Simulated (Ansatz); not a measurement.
# Two Ansatz runs on Os

Structure from Materials Project entry mp-49 (possibly hypothetical), not relaxed further. The listed cell was then made from it by scaling, straining or moving an atom.

First run: DFT, r2SCAN, PAW with Ansatz's default frozen-core files, scalar-relativistic (Ansatz 0.2.0).

Command: `ansatz run input.yaml --threads 1 --pin off --max-ram 2048MiB --backend cpu --events-out ev --progress --plain --runs-dir out` The run took 37 s on 1 thread of Arm Neoverse V1, on a shared host, peak memory 0.64 GiB.

```yaml
crystal:
  lattice:
    - [2.7461342319, -0.0274613423, 0.0]
    - [-1.396849336, 2.3919526782, 0.0]
    - [0.0, 0.0, 4.32631422]
  atoms:
    - { symbol: Os, position: [0.3333333333, 0.6666666667, 0.25] }
    - { symbol: Os, position: [0.6666666667, 0.3333333333, 0.75] }
kpoints:
  mp_grid: { grid: [15, 15, 9] }
scf:
  occupations: { method: fermi_dirac, width: 0.05 }
hamiltonian:
  xc: r2scan
  pseudopotentials: { kind: paw }
output:
  forces: true
  stress: true
  eigenvalues: true
  efg: { contact_densities: true }
```

Result: converged; pressure -3.24 GPa; largest force 0.058 eV/Å; no gap on the k mesh; 6 SCF iterations.

Spin–orbit coupling is left out, though it moves levels of the heavy atoms by tenths of an eV or more.

The input is then changed:

```diff
@@ -19,3 +19,9 @@
   eigenvalues: true
   efg: { contact_densities: true }
+  write_density: true
+  write_potential: true
+  elf: true
+  volumetric_format: npy
+basis:
+  xc_grid: 1
```

Task: Predict the outcome of the changed run.

Result: It converged; energy at zero smearing -0.1 meV/atom from the first run; pressure -3.22 GPa; largest force 0.057 eV/Å; no gap on the k mesh; 6 SCF iterations.

The results part of its log:

```
SCF 1 converged in 6 iterations: F = -22795.260734 eV  dr2 = 8.79e-8
  greatest PAW one-centre occupation: 1.000 electrons in one spin orbital (limit 2), on the Os atom at site 1 (counted from 0), in its partial waves of l = 0
SCF converged after 6 iterations
Free energy (F): -22795.260734 eV
Harris-Foulkes:  -22795.260734 eV  (|F-HF|=1.36e-7)
Internal energy: -22795.252348 eV  (E = F + TS)
E sigma→0 (E₀):  -22795.256541 eV
Entropy (-TS):   -0.008386 eV (-4.193 meV/atom)
Fermi energy:    25.508421 eV
--- Per-component energies (eV) ---
  E_band       = -172.728350
  E_kinetic    = 1125.296043
  E_local      = -1589.163027  (includes V_loc(G=0)·N_el)
  E_nonlocal   = -2.929550
  E_hartree    = 659.366077
  E_xc         = -505.779811
  E_vxc        = -628.153260  (∫ρ·V_xc dr)
  E_paw        = -18077.952910  (= ΣΔE_a)
  E_vpaw       = -433.197776  (= ΣTr[D̂ρ^β])
  E_aug_tail   = -0.000302  (compensation charges beyond the density's cutoff)
  E_vtau       = 36.687586  (kinetic-family band-sum trace: ∫τ·v_τ [+ j·A + Jᵃ·Aᵃ] dr)
  E_ewald      = -4403.318843
  E_core_change = -0.770026  (= ΣΔE_core)
  E_smearing   = -0.008386  (= −TS)
  E_closure    = 0.000000  (closes the sum)
  Σ components = -22795.260734   (vs F -22795.260734, Δ=0.00e0)
--- Forces (eV/Å), atoms counted from 1 ---
  atom   1  Os     0.05746092     0.00170607     0.00000000
  atom   2  Os    -0.05746092    -0.00170607     0.00000000
  max |Σ_I F_I| component: 2.17e-19 eV/Å
--- Stress (GPa, compression-positive) ---
       -3.784206       5.460989       0.000000
        5.460989      -3.572465       0.000000
        0.000000       0.000000      -2.290588
  P = ⅓ Tr σ = -3.2158 GPa (-32.158 kbar)
--- PAW observables at the nuclei: V_zz in 10²¹ V/m², potentials from the cell's mean, atoms counted from 1 ---
  atom   1  Os V_zz =    -6.251734   η = 0.5914   by run symmetry: allowed
            electrostatic potential = -15469.614966 V   contact ρ = 10306906.363396 e/Å³
  atom   2  Os V_zz =    -6.251734   η = 0.5914   by run symmetry: allowed
            electrostatic potential = -15469.614966 V   contact ρ = 10306906.363396 e/Å³
--- Band table (eV; the first three rows and the last of 565) ---
  k-point 0: bands = ["-63.1274", "-62.9995", "-22.5300", "-21.5725", "-21.5410", "-21.3856", "-21.3525", "-21.3064", "14.1634", "17.4697", "22.1586", "22.6144", "22.6830", "23.0441", "23.4538", "23.8106", "23.9281", "25.5234", "27.1845", "27.3157"]
  k-point 1: bands = ["-63.1235", "-63.0034", "-22.4952", "-21.5669", "-21.5354", "-21.3913", "-21.3582", "-21.3456", "14.3249", "17.4911", "22.0646", "22.4961", "22.5886", "22.9390", "23.3463", "24.0484", "24.1883", "25.0059", "27.2064", "27.3378"]
  k-point 2: bands = ["-63.1125", "-63.0146", "-22.3944", "-21.5511", "-21.5195", "-21.4572", "-21.4076", "-21.3747", "14.7911", "17.5183", "21.9119", "22.3178", "22.3377", "22.6756", "23.0779", "23.8553", "24.6173", "24.7768", "27.2027", "27.3348"]
  k-point 564: bands = ["-63.0040", "-62.9962", "-22.4066", "-22.3650", "-21.7440", "-21.6879", "-21.6226", "-21.5648", "17.8443", "18.2202", "19.9795", "20.3785", "23.2098", "24.1648", "24.6600", "25.2500", "27.5078", "27.8834", "28.6742", "29.4866"]
```
